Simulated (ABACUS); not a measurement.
GaP:

```
Ga P
1.0
     0.00000    2.72525    2.72525
     2.72525    0.00000    2.72525
     2.72525    2.72525    0.00000
Ga P
1 1
Direct
  0.00000 0.00000 0.00000
  0.25000 0.25000 0.25000
```

Base run:

* Program: ABACUS 3.10.1
* Functional: PBE
* Potentials or basis: SG15 ONCV 1.2 PBE
* Cutoff: 1361 eV
* Density cutoff: 5442 eV
* Basis: DZP LCAO (the cutoffs set its grid)
* k mesh: 8 × 8 × 8
* Occupations: fermi-dirac, width 0.05 eV
* Spin: no spin polarisation

Its results: band gap on the k mesh 1.66 eV, indirect (least direct gap 2.01 eV); pressure 4.1 GPa.

Question: After a change of settings the same cell gave: band gap on the k mesh 1.52 eV, indirect (least direct gap 1.94 eV); pressure 1.5 GPa. Which change was it?
A. functional from PBE to PW91
B. functional from PBE to LDA
C. functional from PBE to TPSS
D. functional from PBE to PBEsol

Answer: D.

PBEsol binds more tightly than PBE, so the same cell stands under less pressure.

Caveats: the atomic orbitals were generated for these runs and aren't a published set; the basis of atomic orbitals isn't converged, which shifts pressures, moduli and gaps; the potentials were made for another functional, which shifts forces and pressure (some runs).
